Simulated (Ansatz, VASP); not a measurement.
Ni in VASP and in Ansatz

```xyz
1
Lattice="2.0279 0.0000 0.0000 -1.0140 1.7562 0.0000 0.0000 0.0000 1.9371" Properties=species:S:1:pos:R:3 pbc="T T T"
Ni    0.0000    0.0000    0.0000
```

Alike in both runs: functional PBE; k mesh 21 × 21 × 20; occupations fermi-dirac, width 0.1 eV; collinear spin.

Ansatz relaxed the structure, and its values are those at the end. VASP's run is a single point on that final structure, the one shown.

|  | VASP | Ansatz |
| --- | --- | --- |
| version | VASP 6.6.1 | Ansatz 0.2.0 |
| potentials or method | VASP PAW PBE potentials, release 64 (Ni), cutoff 520 eV | all-electron LAPW, scalar-relativistic |

```tsv
	VASP	Ansatz	Ansatz less VASP
net moment per atom (μB)	0.00	0.00	0.000
```

Ansatz ran all-electron here, so the differences hold the error of VASP's frozen core and of both bases. Ansatz warned: «seeded_moment_not_kept».
